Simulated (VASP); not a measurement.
Input of a VASP 6.6.1 run:

The input POSCAR:

```
BeSe
1.0
    0.0000000000      2.5483880000      2.5483880000
    2.5483880000      0.0000000000      2.5483880000
    2.5483880000      2.5483880000      0.0000000000
Be Se
1 1
Direct
    0.0000000000      0.0000000000      0.0000000000
    0.2500000000      0.2500000000      0.2500000000
```

The input INCAR.step1:

```
SYSTEM = BeSe
PREC = Accurate ; ENCUT = 520
ISMEAR = -1 ; SIGMA = 0.1
LREAL = .FALSE. ; LASPH = .TRUE.
NELM = 60 ; NBANDS = 11
GGA = PE ; ALGO = Normal
EDIFF = 1E-4 ; LWAVE = .TRUE.
LCHARG = .FALSE.
```

INCAR.step2

```
SYSTEM = BeSe
PREC = Accurate ; ENCUT = 520
EDIFF = 1E-6 ; ISMEAR = -1
SIGMA = 0.1 ; LREAL = .FALSE.
LASPH = .TRUE. ; NELM = 60
ALGO = Normal ; ISIF = 2
LWAVE = .FALSE. ; LCHARG = .FALSE.
METAGGA = R2SCAN ; LMIXTAU = .TRUE.
NBANDS = 11 ; ISTART = 1
```

KPOINTS

```
regular mesh
0
G
  9 9 9
  0 0 0
```

Potentials or basis: VASP PAW PBE potentials, release 64 (Be, Se).

Launch:

```sh
$ cat potpaw_PBE.64/Be/POTCAR potpaw_PBE.64/Se/POTCAR > POTCAR
$ cp INCAR.step1 INCAR
$ mpirun -np 1 vasp_std > vasp.out
$ cp INCAR.step2 INCAR
$ mpirun -np 1 vasp_std > vasp.out
```

Problem. Estimate the band gap on the k mesh.

Solution. 3.12 eV, indirect (least direct gap 5.35 eV).

Problem. What does it give for the pressure?

Solution. 3.6 GPa.

Caveat: the PAW data sets were made with another functional, which shifts forces and pressure a little; an odd mesh through Γ misses points on the zone boundary, where band edges often lie. r2SCAN opens gaps a little over a GGA but as a rule still falls short of measured ones.
